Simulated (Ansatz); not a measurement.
A relaxed 1×1 slab of 3 planes, cut along (100) from a fcc crystal of one element, has a cell area of 11.48 Å² and a bulk spacing of 2.396 Å between its first planes. All-electron LAPW in Ansatz 0.2.0 (PBE, scalar-relativistic, no spin polarisation) gives γ = 0.22 J/m², Φ = 4.44 eV and a change of the outer spacing of -5.3 %. The fcc structure needn't be the element's own.

**Question.** Which element is it?

**Answer.** Sb. This is the case that was computed; others weren't tested.
